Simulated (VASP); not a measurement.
Write the native input for VASP 6.6.1 that does the following.

| Quantity | Value |
| --- | --- |
| Task | band structure |
| Functional | TB-mBJ |
| Potentials or basis | VASP PAW PBE potentials, release 64 (Sr_sv, Ti_sv, O) |
| Cutoff | 520 eV |
| k mesh | 6 × 6 × 6 |
| Occupations | gaussian, width 0.03 eV |
| Spin | spin-orbit coupling, no magnetisation |
| Further INCAR settings | ALGO = Normal; EDIFF = 1e-07; NBANDS = 55 |

Crystal: SrTiO3 (Tausonite).

```
Sr Ti O
1.0
     3.89475    0.00000    0.00000
     0.00000    3.89475    0.00000
     0.00000    0.00000    3.89475
Sr Ti O
1 1 3
Direct
  0.50000 0.50000 0.50000
  0.00000 0.00000 0.00000
  0.50000 0.00000 0.00000
  0.00000 0.50000 0.00000
  0.00000 0.00000 0.50000
```

One way to write it, as run:

POSCAR

```
SrTiO3                                  
1.0
    3.8947475959      0.0000000000      0.0000000000
    0.0000000000      3.8947475959      0.0000000000
    0.0000000000      0.0000000000      3.8947475959
  Sr              Ti              O             
     1     1     3
Direct
     0.5000000000000000    0.5000000000000000    0.5000000000000000
     0.0000000000000000    0.0000000000000000    0.0000000000000000
     0.5000000000000000    0.0000000000000000    0.0000000000000000
     0.0000000000000000    0.5000000000000000    0.0000000000000000
     0.0000000000000000    0.0000000000000000    0.5000000000000000
```

INCAR.step1

```
SYSTEM = SrTiO3
ALGO = Normal
EDIFF = 1E-5
ENCUT = 520
GGA = PE
GGA_COMPAT = .FALSE.
ISIF = 2
ISMEAR = 0
KPAR = 2
LASPH = .TRUE.
LCHARG = .FALSE.
LMAXMIX = 4
LORBIT = 11
LREAL = .FALSE.
LSORBIT = .TRUE.
LWAVE = .TRUE.
MAGMOM = 0 0 0 0 0 0 0 0 0 0 0 0 0 0 0
NBANDS = 55
NELM = 80
PREC = Accurate
SIGMA = 0.03
```

INCAR.step2

```
SYSTEM = SrTiO3
ALGO = Normal
EDIFF = 1E-7
ENCUT = 520
GGA_COMPAT = .FALSE.
ISIF = 2
ISMEAR = 0
ISTART = 1
KPAR = 2
LASPH = .TRUE.
LCHARG = .FALSE.
LMAXMIX = 4
LORBIT = 11
LREAL = .FALSE.
LSORBIT = .TRUE.
LWAVE = .FALSE.
MAGMOM = 0 0 0 0 0 0 0 0 0 0 0 0 0 0 0
METAGGA = MBJ
NBANDS = 55
NELM = 80
PREC = Accurate
SIGMA = 0.03
```

KPOINTS

```
k-points
0
G
  6 6 6
  0 0 0
```

KPOINTS_OPT

```
explicit points
188
Reciprocal
 0.0000000000  0.0000000000  0.0000000000 1
 0.0000000000  0.0263157895  0.0000000000 1
 0.0000000000  0.0526315789  0.0000000000 1
 0.0000000000  0.0789473684  0.0000000000 1
 0.0000000000  0.1052631579  0.0000000000 1
 0.0000000000  0.1315789474  0.0000000000 1
[... 180 lines left out ...]
 0.0153824400  0.4846175600  0.0000000000 1
-0.0153824400  0.5153824400  0.0000000000 1
```

Potentials or basis: VASP PAW PBE potentials, release 64 (Sr_sv, Ti_sv, O).

Run with:

```console
$ cat potpaw_PBE.64/Sr_sv/POTCAR potpaw_PBE.64/Ti_sv/POTCAR potpaw_PBE.64/O/POTCAR > POTCAR
$ cp INCAR.step1 INCAR
$ mpirun -np 2 vasp_ncl > vasp.out
$ cp INCAR.step2 INCAR
$ mpirun -np 2 vasp_ncl > vasp.out
```

It gave:

The valence electrons inside the program's atomic spheres are Sr 8.81; Ti 10.14; O 5.28.

Wall time 12 min on 2 MPI ranks on AMD EPYC 9R45 (Zen 5), on a shared host, peak memory 0.44 GiB a rank.
